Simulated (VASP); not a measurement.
Wanted: the native input for a VASP 6.6.1 run.

* Task: single point
* Functional: r2SCAN
* Potentials or basis: VASP PAW PBE potentials, release 64 (B, As)
* Cutoff: 520 eV
* k mesh: 10 × 10 × 10
* Occupations: gaussian, width 0.01 eV
* Spin: no spin polarisation
* Dipole correction: no
* Further INCAR settings: ALGO = Normal; EDIFF = 1e-06; NBANDS = 11

Crystal: BAs.

```xyz
2
Lattice="0.0000 2.3919 2.3919 2.4988 0.0000 2.3919 2.4988 2.3919 0.0000" Properties=species:S:1:pos:R:3 pbc="T T T"
B     0.0000    0.0000    0.0000
As    1.2494    1.1959    1.1959
```

The cell was built by a generator and needn't be a form met in nature.

The cell isn't the ideal one: uniaxial_x strain +4.5%.

One way to write it, as run:

POSCAR

```
BAs
1.0
    0.0000000000      2.3918676038      2.3918676038
    2.4987840856      0.0000000000      2.3918676038
    2.4987840856      2.3918676038      0.0000000000
B As
1 1
Direct
    0.0000000000      0.0000000000      0.0000000000
    0.2500000000      0.2500000000      0.2500000000
```

INCAR.step1

```
PREC = Accurate
ENCUT = 520
ISMEAR = 0
SIGMA = 0.01
LREAL = F
LASPH = T
NELM = 100
NBANDS = 11
GGA = PE
ALGO = Normal
EDIFF = 1E-4
LWAVE = T
LCHARG = F
```

INCAR.step2

```
PREC = Accurate
ENCUT = 520
EDIFF = 1E-6
ISMEAR = 0
SIGMA = 0.01
LREAL = F
LASPH = T
NELM = 100
ALGO = Normal
ISIF = 2
LWAVE = F
LCHARG = F
METAGGA = R2SCAN
LMIXTAU = T
NBANDS = 11
ISTART = 1
```

KPOINTS

```
Automatic mesh
0
Gamma
  10 10 10
```

Potentials or basis: VASP PAW PBE potentials, release 64 (B, As).

The run is started by

```console
$ cat potpaw_PBE.64/B/POTCAR potpaw_PBE.64/As/POTCAR > POTCAR
$ cp INCAR.step1 INCAR
$ mpirun -np 1 vasp_std > vasp.out
$ cp INCAR.step2 INCAR
$ mpirun -np 1 vasp_std > vasp.out
```

Results of the run:

The pressure is -5.5 GPa and the band gap on the k mesh is 1.08 eV, indirect (least direct gap 3.15 eV).

Caveat: the PAW data sets were made with another functional, which shifts forces and pressure a little.

Run time: 78 s on 1 thread of Intel(R) Xeon(R) Platinum 8488C (Sapphire Rapids), on a shared host, peak memory 0.18 GiB.
